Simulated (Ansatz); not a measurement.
# Zr under changes of volume

One of the cells (23.281 Å³/atom); the others are scaled copies at fixed shape and fractional positions:

```
Zr
1.0
     3.23200    0.00000    0.00000
    -1.61600    2.79899    0.00000
     0.00000    0.00000    5.14700
Zr
2
Direct
  0.66667 0.33333 0.75000
  0.33333 0.66667 0.25000
```

| Property | Result |
| --- | --- |
| Program | Ansatz 0.2.0 |
| Functional | PBE |
| Potentials or basis | JTH PAW |
| Cutoff | 990 eV (not typed: the program's choice for these potentials) |
| k mesh | 9 × 9 × 5 |
| Occupations | fermi-dirac, width 0.05 eV |
| Spin | no spin polarisation |

```csv
volume (Å³/atom),energy over the lowest point (meV/atom),pressure (GPa)
21.884,31.69,7.0
22.350,14.75,4.7
22.815,4.36,2.5
23.281,0.00,0.5
23.746,?,?
24.212,7.57,-3.1
24.678,18.67,-4.6
```

Question: What does the run at 23.746 Å³/atom give?

Answer: Energy over the lowest point 1.21 meV/atom; pressure -1.4 GPa.

Worked out: A Birch-Murnaghan fit of order 3 (a polynomial in V^(-2/3)) to the other rows has its minimum at 23.41 Å³/atom with B0 = V·E''(V) = 94 GPa and B' = 3.0 at fixed shape and positions, which overstates the stiffness. It gives 1.21 meV/atom at 23.746 Å³/atom, against the run's 1.21, and -dE/dV = -1.3 GPa, against -1.4.

Energies are extrapolated to zero smearing.
